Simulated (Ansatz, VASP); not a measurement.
**One calculation of Sb, two programs**

```xyz
1
Lattice="-1.5973 1.5973 2.7476 1.5973 -1.5973 2.7476 1.5973 1.5973 -2.7476" Properties=species:S:1:pos:R:3 pbc="T T T"
Sb    0.0000    0.0000    0.0000
```

Change from the starting cell: volume scaled by 1.04.

Alike in both runs: task single point; functional PBE; k mesh 12 × 12 × 12; occupations fermi-dirac, width 0.05 eV; no spin polarisation.

|  | VASP | Ansatz |
| --- | --- | --- |
| version | VASP 6.6.1 | Ansatz 0.2.0 |
| potentials or method | VASP PAW PBE potentials, release 64 (Sb) | Ansatz PAW |
| plane-wave cutoff (eV) | 520 | 420 |
| valence electrons in the cell | 5 | 15 |

```csv
,VASP,Ansatz,Ansatz less VASP
gap on the k mesh at the Fermi level (eV),none,none,-
pressure (GPa),-0.7,-0.6,+0.12
largest component of the traceless stress (GPa),0.15,0.15,-0.009
```

A gap of «none» marks a metal or a gap that the smearing closes. The functional is the same, so the differences come from potentials, cutoffs and numerics. The two sets of potentials don't hold the same shells in valence.

Spin-orbit coupling is left out, which matters for the levels of Sb.
